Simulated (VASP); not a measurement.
# AlFe (Pm-3m) in VASP: electric field gradients with PBEsol

Aim: the electric field gradients of AlFe with PBEsol.

All numbers are computed with VASP 6.6.1; they aren't measurements. Logs are shortened: lines on timing, memory, paths and dates and some standing lists are left out, and cuts for length are marked.

## Step 1: The structure

The structure is cubic, space group Pm-3m (No. 221). The conventional cell has a = 2.910 Å, b = 2.910 Å, c = 2.910 Å, α = 90.00°, β = 90.00°, γ = 90.00°. Al (site symmetry m-3m) has 8 Fe at 2.52 Å as nearest neighbours. Fe (site symmetry m-3m) has 8 Al at 2.52 Å as nearest neighbours.

## Step 2: Electric field gradients, PBEsol

Input file INCAR:

```
SYSTEM = AlFe
  PREC = Accurate
  ENCUT = 520
  EDIFF = 1E-7
  ISMEAR = -1
  SIGMA = 0.05
  LREAL = .False.
  LASPH = .True.
  NELM = 150
  ALGO = Normal
  ISIF = 2
  LWAVE = .False.
  LCHARG = .False.
  GGA = PS
  LEFG = .True.
```

Input file KPOINTS:

```
Automatic mesh
0
Gamma
  11 11 11
  0 0 0
```

Input file POSCAR:

```
AlFe
1.0
    2.9100000000      0.0000000000      0.0000000000
    0.0000000000      2.9100000000      0.0000000000
    0.0000000000      0.0000000000      2.9100000000
Al Fe
1 1
Direct
    0.0000000000      0.0000000000      0.0000000000
    0.5000000000      0.5000000000      0.5000000000
```

Potentials or basis: VASP PAW PBE potentials, release 64 (Al, Fe).

On the command line:

```sh
$ cat potpaw_PBE.64/Al/POTCAR potpaw_PBE.64/Fe/POTCAR > POTCAR
$ mpirun -np 1 vasp_std > vasp.out
```

OUTCAR:

```text
SYSTEM = AlFe
   PREC = Accurate
   ENCUT = 520
   EDIFF = 1E-7
   ISMEAR = -1
   LREAL = .False.
   LASPH = .True.
   NELM = 150
   ISIF = 2
   GGA = PS

 ion  position               nearest neighbor table
   1  0.000  0.000  0.000-   2 2.52   2 2.52   2 2.52   2 2.52   2 2.52   2 2.52   2 2.52   2 2.52

   2  0.500  0.500  0.500-   1 2.52   1 2.52   1 2.52   1 2.52   1 2.52   1 2.52   1 2.52   1 2.52

  LATTYP: Found a simple cubic cell.
 ALAT       =     2.9100000000

  Lattice vectors:

 A1 = (   2.9100000000,   0.0000000000,   0.0000000000)
 A2 = (   0.0000000000,   2.9100000000,   0.0000000000)
 A3 = (   0.0000000000,   0.0000000000,   2.9100000000)

Analysis of symmetry for initial positions (statically):
=====================================================================
 Subroutine PRICEL returns:
 Original cell was already a primitive cell.

 Routine SETGRP: Setting up the symmetry group for a
 simple cubic supercell.

 Subroutine GETGRP returns: Found 48 space group operations
 (whereof 48 operations were pure point group operations)
 out of a pool of 48 trial point group operations.

The static configuration has the point symmetry O_h .

Analysis of symmetry for dynamics (positions and initial velocities):
=====================================================================
 Subroutine PRICEL returns:
 Original cell was already a primitive cell.

 Routine SETGRP: Setting up the symmetry group for a
 simple cubic supercell.

 Subroutine GETGRP returns: Found 48 space group operations
 (whereof 48 operations were pure point group operations)
 out of a pool of 48 trial point group operations.

The dynamic configuration has the point symmetry O_h .

 Subroutine INISYM returns: Found 48 space group operations
 (whereof 48 operations are pure point group operations),
 and found     1 'primitive' translations

----------------------------------------------------------------------------------------

                                     Primitive cell

  volume of cell :      24.6422

  direct lattice vectors                    reciprocal lattice vectors
     2.910000000  0.000000000  0.000000000     0.343642612  0.000000000  0.000000000
     0.000000000  2.910000000  0.000000000     0.000000000  0.343642612  0.000000000
     0.000000000  0.000000000  2.910000000     0.000000000  0.000000000  0.343642612

  length of vectors
     2.910000000  2.910000000  2.910000000     0.343642612  0.343642612  0.343642612

  position of ions in fractional coordinates (direct lattice)
     0.000000000  0.000000000  0.000000000
     0.500000000  0.500000000  0.500000000

  ion indices of the primitive-cell ions
   primitive index   ion index
                 1           1
                 2           2

----------------------------------------------------------------------------------------

 KPOINTS: Automatic mesh

Automatic generation of k-mesh.
 Grid dimensions read from file:
 generate k-points for:   11   11   11

 Generating k-lattice:

  Cartesian coordinates                     Fractional coordinates (reciprocal lattice)
     0.031240237  0.000000000  0.000000000     0.090909091  0.000000000  0.000000000
     0.000000000  0.031240237  0.000000000     0.000000000  0.090909091  0.000000000
     0.000000000  0.000000000  0.031240237     0.000000000  0.000000000  0.090909091

  Length of vectors
     0.031240237  0.031240237  0.031240237

  Shift w.r.t. Gamma in fractional coordinates (k-lattice)
     0.000000000  0.000000000  0.000000000

 Subroutine IBZKPT returns following result:
 ===========================================

 Found     56 irreducible k-points:

 Following reciprocal coordinates:
            Coordinates               Weight
  0.000000  0.000000  0.000000      1.000000
  0.090909  0.000000  0.000000      6.000000
  0.181818  0.000000  0.000000      6.000000
  0.272727  0.000000  0.000000      6.000000
  0.363636  0.000000  0.000000      6.000000
  0.454545  0.000000  0.000000      6.000000
[... 16 lines left out ...]
  0.181818  0.090909  0.090909     24.000000
  0.272727  0.090909  0.090909     24.000000
 [... further k-points ...]
   k-points           NKPTS =     56   k-points in BZ     NKDIM =     56   number of bands    NBANDS=      9
   number of dos      NEDOS =    301   number of ions     NIONS =      2
   total plane-waves  NPLWV =  13824
   dimension x,y,z NGX =    24 NGY =   24 NGZ =   24
   dimension x,y,z NGXF=    48 NGYF=   48 NGZF=   48
   ions per type =               1   1
   NGX,Y,Z   is equivalent  to a cutoff of  13.71, 13.71, 13.71 a.u.
   NGXF,Y,Z  is equivalent  to a cutoff of  27.42, 27.42, 27.42 a.u.
 SYSTEM =  AlFe
   PREC   = accura    normal or accurate (medium, high low for compatibility)
   ISTART =      0    job   : 0-new  1-cont  2-samecut
   ICHARG =      2    charge: 1-file 2-atom 10-const
   ISPIN  =      1    spin polarized calculation?
   LNONCOLLINEAR =      F non collinear calculations
   LSORBIT =      F    spin-orbit coupling
   LASPH  =      T    aspherical Exc in radial PAW
   ENCUT  =  520.0 eV  38.22 Ry    6.18 a.u.   5.41  5.41  5.41*2*pi/ulx,y,z
   NELM   =    150;   NELMIN=  2; NELMDL= -5     # of ELM steps
   EDIFF  = 0.1E-06   stopping-criterion for ELM
   LREAL  =      F    real-space projection
   EDIFFG = 0.1E-05   stopping-criterion for IOM
   NSW    =      0    number of steps for IOM
   IBRION =     -1    ionic relax: 0-MD 1-quasi-New 2-CG
   NFREE  =      0    steps in history (QN), initial steepest desc. (CG)
   ISIF   =      2    stress and relaxation
   ISYM   =      2    0-nonsym 1-usesym 2-fastsym
   POTIM  = 0.5000    time-step for ionic-motion
   TEBEG  =    0.0;   TEEND  =   0.0 temperature during run
   PSTRESS=    0.0 pullay stress
   NELECT =      11.0000    total number of electrons
   NUPDOWN=      -1.0000    fix difference up-down
   EMIN   =  10.00;   EMAX   =-10.00  energy-range for DOS
   EFERMI =   0.00;   METHOD = LEGACY
   ISMEAR =    -1;   SIGMA  =   0.05  broadening in eV -4-tet -1-fermi 0-gaus
   EFERMI_NEDOS =   21; number of points for ismear=-14 and -15
   IALGO  =     38    algorithm
   IMIX   =      4    mixing-type and parameters
     AMIX     =   0.40;   BMIX     =  1.00
     AMIX_MAG =   1.60;   BMIX_MAG =  1.00
  volume/ion in A,a.u.               =      12.32        83.15
  Fermi-wavevector in a.u.,A,eV,Ry     =   1.251160  2.364349 21.298567  1.565401
  Thomas-Fermi vector in A             =   2.385120
   LORBIT       =      0    0 simple, 1 ext, 2 COOP (PROOUT), +10 PAW based schemes
   GGA     = PS    functional components
   LHFCALC =     F    Hartree Fock is set to
   AEXX    =    0.0000 exact exchange contribution
   IVDW    =     0    specifies the selected vdW correction
   LEPSILON=     F    determine dielectric tensor
   LRPA    =     F    only Hartree local field effects (RPA)
 non-spin polarized calculation
  energy-cutoff  :      520.00
  volume of cell :       24.64
 maximum number of plane-waves:       691
 NGX is ok and might be reduce to    24
   NGX = 11   NGY = 11   NGZ = 11

 number of electron      10.9999994 magnetization

 Free energy of the ion-electron system (eV)
  ---------------------------------------------------
  ext. energy  EPLUGINS =         0.00000000
  ---------------------------------------------------
  free energy    TOTEN  =       -13.64531051 eV

  energy without entropy =      -13.61883365  energy(sigma->0) =      -13.63207208

 E-fermi :   7.3987     XC(G=0): -12.0836

 val. band max:        7.3876895294   @ k =   0.3636   0.1818   0.0000
 cond. band min:       7.4026322640   @ k =   0.0909   0.0909   0.0909
 fundamental gap:      0.0149427346
 Fermi energy:         7.3986959202

 k-point     1 :       0.0000    0.0000    0.0000
  band No.  band energies     occupation
      1      -2.6746      2.00000
      2       5.2995      2.00000
      3       5.2995      2.00000
      4       7.5609      0.07512
      5       7.5609      0.07512
      6       7.5609      0.07512
      7      13.6692      0.00000
      8      13.6692      0.00000
      9      13.6692      0.00000

 k-point     2 :       0.0909    0.0000    0.0000
  band No.  band energies     occupation
      1      -2.5236      2.00000
      2       5.2772      2.00000
      3       5.3443      2.00000
      4       7.4677      0.40207
      5       7.4677      0.40205
      6       7.5704      0.06255
      7      12.4971      0.00000
      8      13.8908      0.00000
      9      13.8908      0.00000

 k-point     3 :       0.1818    0.0000    0.0000
  band No.  band energies     occupation
      1      -2.0754      2.00000
      2       5.1282      2.00000
      3       5.4677      2.00000
      4       7.2370      1.92417
      5       7.2370      1.92416
      6       7.5959      0.03803
      7      10.7387      0.00000
      8      14.5096      0.00000
      9      14.5096      0.00000

 k-point     4 :       0.2727    0.0000    0.0000
  band No.  band energies     occupation
      1      -1.3436      2.00000
      2       4.6125      2.00000
      3       5.6369      2.00000
      4       6.9680      1.99964
      5       6.9680      1.99964
      6       7.6295      0.01958
      7       9.4178      0.00000
      8      15.4342      0.00000
      9      15.4342      0.00000
[... 205 lines left out ...]
 k-point    22 :       0.0909    0.0909    0.0909
  band No.  band energies     occupation
      1      -2.2246      2.00000
      2       5.3439      2.00000
      3       5.3439      2.00000
      4       7.3264      1.61889
      5       7.4026      0.96066
      6       7.4026      0.96064
      7      12.6660      0.00000
      8      12.6660      0.00000
      9      13.3599      0.00000

 k-point    23 :       0.1818    0.0909    0.0909
  band No.  band energies     occupation
      1      -1.7821      2.00000
      2       5.2327      2.00000
      3       5.4675      2.00000
      4       7.1035      1.99456
      5       7.1512      1.98594
      6       7.4217      0.77372
      7      11.0206      0.00000
      8      13.1653      0.00000
      9      13.7621      0.00000

 k-point    24 :       0.2727    0.0909    0.0909
  band No.  band energies     occupation
      1      -1.0606      2.00000
      2       4.7562      2.00000
      3       5.6431      2.00000
      4       6.8534      1.99996
      5       6.8935      1.99992
      6       7.4615      0.44311
      7       9.6387      0.00000
      8      13.8585      0.00000
      9      14.5622      0.00000

 [... further k-points ...]

------------------------ aborting loop because EDIFF is reached ----------------------------------------

  FORCE on cell =-STRESS in cart. coord.  units (eV):
  Direction    XX          YY          ZZ          XY          YZ          ZX
  --------------------------------------------------------------------------------------
  -------------------------------------------------------------------------------------
  Total       -1.8298414     -1.8298414     -1.8298414      0.0000000     -0.0000000      0.0000000
  in kB     -118.9720845   -118.9720845   -118.9720845      0.0000000     -0.0000000      0.0000000
  external PRESSURE =    -118.9720845 kB  Pullay stress =       0.0000000 kB

 VOLUME and BASIS-vectors are now :
 -----------------------------------------------------------------------------
  energy-cutoff  :      520.00
  volume of cell :       24.64
      direct lattice vectors                 reciprocal lattice vectors
     2.910000000  0.000000000  0.000000000     0.343642612  0.000000000  0.000000000
     0.000000000  2.910000000  0.000000000     0.000000000  0.343642612  0.000000000
     0.000000000  0.000000000  2.910000000     0.000000000  0.000000000  0.343642612

 POSITION                                       TOTAL-FORCE (eV/Angst)
 -----------------------------------------------------------------------------------
      0.00000      0.00000      0.00000         0.000000      0.000000      0.000000
      1.45500      1.45500      1.45500         0.000000      0.000000      0.000000
 -----------------------------------------------------------------------------------
    total drift:                                0.000000     -0.000000     -0.000000

  FREE ENERGIE OF THE ION-ELECTRON SYSTEM (eV)
  ---------------------------------------------------
  free  energy   TOTEN  =       -13.6453105056 eV

  energy  without entropy=      -13.6188336502  energy(sigma->0) =      -13.63207208

 Electric field gradients (V/A^2)
---------------------------------------------------------------------
 ion       V_xx      V_yy      V_zz      V_xy      V_xz      V_yz
---------------------------------------------------------------------
   1       0.000     0.000     0.000    -0.000    -0.000    -0.000
   2      -0.000     0.000     0.000     0.000    -0.000     0.000
---------------------------------------------------------------------

 Electric field gradients after diagonalization (V/A^2)
 (convention: |V_zz| > |V_xx| > |V_yy|)
----------------------------------------------------------------------
 ion       V_xx      V_yy      V_zz     asymmetry (V_yy - V_xx)/ V_zz
----------------------------------------------------------------------
   1       0.000     0.000     0.000      -0.428
   2      -0.000     0.000     0.000       0.680
----------------------------------------------------------------------

           NMR quadrupolar parameters

 Cq : quadrupolar parameter    Cq=e*Q*V_zz/h
 eta: asymmetry parameters     (V_yy - V_xx)/ V_zz
 Q  : nuclear electric quadrupole moment in mb (millibarn)
----------------------------------------------------------------------
 ion       Cq(MHz)       eta       Q (mb)
----------------------------------------------------------------------
   1       0.000      -0.428       1.000
   2       0.000       0.680       1.000
----------------------------------------------------------------------
```

It took 9.8 s on 1 thread of AMD EPYC 7R13 (Zen 3), shared host; peak memory 0.11 GiB.

What came out:

```
Free energy            : -13.6453 eV
Pressure               : -11.9 GPa
Band gap on the k mesh : none (metal or under the smearing width)
```

Electric field gradients, principal values (V/Å²):
| atom | Vxx | Vyy | Vzz |
| --- | --- | --- | --- |
| 1 Al | 0.000 | 0.000 | 0.000 |
| 2 Fe | 0.000 | 0.000 | 0.000 |

Caveat: the PAW data sets were made with another functional, which shifts forces and pressure a little. Spin polarisation is off, so any magnetic state and its effect on volume and gap are missing.
